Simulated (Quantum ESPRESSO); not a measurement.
The system is NaCl.

```xyz
2
Lattice="0.0000 2.7941 2.7941 2.7941 0.0000 2.7941 2.7941 2.7941 0.0000" Properties=species:S:1:pos:R:3 pbc="T T T"
Cl    2.7941    2.7941    2.7941
Na    0.0000    0.0000    0.0000
```

The cell is a database's computed one.

Base run:

* Program: Quantum ESPRESSO 7.5
* Functional: BLYP
* Potentials or basis: GBRV 1.5 PBE
* Cutoff: 612 eV
* Density cutoff: 4898 eV
* k mesh: 6 × 6 × 6, shifted
* Occupations: fermi-dirac, width 0.05 eV
* Spin: no spin polarisation

Its results: pressure 2.6 GPa; electronic dielectric tensor (diagonal) 2.51.

Question: The run is repeated on the same cell with these changes: functional from BLYP to WC. What comes out?

Answer: Pressure 0.5 GPa; electronic dielectric tensor (diagonal) 2.58.

WC binds more tightly than BLYP, so the same cell stands under less pressure.

Caveats: the potentials were made for another functional, which shifts forces and pressure.
